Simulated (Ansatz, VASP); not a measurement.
Two plane-wave programs on Au

```
CELL_PARAMETERS angstrom
2.87143 0.00000 0.00000
-1.43571 2.48673 0.00000
0.00000 0.00000 4.97760
ATOMIC_POSITIONS crystal
Au 0.33333 0.66667 0.75000
Au 0.66667 0.33333 0.25000
```

Change from the starting cell: z stretched by +2 % at fixed volume, PAW files.

Alike in both runs: task electric field gradients; functional PBE; k mesh 14 × 14 × 8; occupations fermi-dirac, width 0.03 eV; no spin polarisation.

```csv
,VASP,Ansatz
version,VASP 6.6.1,Ansatz 0.2.0
potentials or method,"VASP PAW PBE potentials, release 64 (Au)","PAW with Ansatz's default frozen-core files, scalar-relativistic"
plane-wave cutoff (eV),520,420
valence electrons in the cell,22,38
```

Ansatz gave:

```
pressure (GPa)                                                 : 2.4
largest component of the traceless stress (GPa)                : 1.57
Vzz of the field gradient on the site that differs most (V/Å²) : 15.8
```

Q: Which values does VASP return?

A: Pressure (GPa): 2.1; largest component of the traceless stress (GPa): 1.58; Vzz of the field gradient on the site that differs most (V/Å²): 41.3.

The two sets of potentials don't hold the same shells in valence. Ansatz warned: «gradients_without_spin_orbit».

The runs have no spin-orbit coupling, so splittings on Au are missing.
